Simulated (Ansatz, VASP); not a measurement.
## Hg: VASP beside Ansatz

The input INCAR:

```
  ALGO = Normal
  EDIFF = 1E-6
  ENCUT = 520
  GGA = PE
  ISIF = 2
  ISMEAR = -1
  LASPH = True
  LCHARG = True
  LELF = True
  LREAL = False
  LVHAR = True
  LWAVE = False
  NBANDS = 12
  NELM = 100
  PREC = Accurate
  SIGMA = 0.05
```

The input KPOINTS:

```
k-points
0
Gamma
  10 10 10
```

The input POSCAR:

```
Hg
1.0
   -1.8767364354      1.8767364354      1.9168448550
    1.8767364354     -1.8767364354      1.9168448550
    1.8767364354      1.8767364354     -1.9168448550
Hg
1
Direct
    0.5000000000      0.5000000000      0.0000000000
```

The input input.yaml:

```yaml
crystal:
  lattice:
    - [-1.8767364354, 1.8767364354, 1.916844855]
    - [1.8767364354, -1.8767364354, 1.916844855]
    - [1.8767364354, 1.8767364354, -1.916844855]
  atoms:
    - { symbol: Hg, position: [0.5, 0.5, 0.0] }
kpoints:
  mp_grid: { grid: [10, 10, 10] }
scf:
  occupations: { method: fermi_dirac, width: 0.05 }
hamiltonian:
  xc: pbe
  pseudopotentials: { kind: all_electron, lapw: { basis_error: 0.0005 } }
output:
  forces: true
  stress: true
  eigenvalues: true
```

Alike in both runs: task single point; functional PBE; k mesh 10 × 10 × 10; occupations fermi-dirac, width 0.05 eV; no spin polarisation.

```csv
,VASP,Ansatz
version,VASP 6.6.1,Ansatz 0.2.0
potentials or method,"VASP PAW PBE potentials, release 64 (Hg)","all-electron LAPW, scalar-relativistic"
plane-wave cutoff (eV),520,see its input
```

VASP gave:

* gap on the k mesh at the Fermi level (eV): none
* pressure (GPa): 1.6
* largest component of the traceless stress (GPa): 0.13

Q: Estimate Ansatz's values.

A: gap on the k mesh at the Fermi level (eV): none; pressure (GPa): 1.4; largest component of the traceless stress (GPa): 0.14.

A gap of «none» marks a metal or a gap that the smearing closes. Ansatz ran all-electron here, so the differences hold the error of VASP's frozen core and of both bases.

The runs have no spin-orbit coupling, so splittings on Hg are missing.
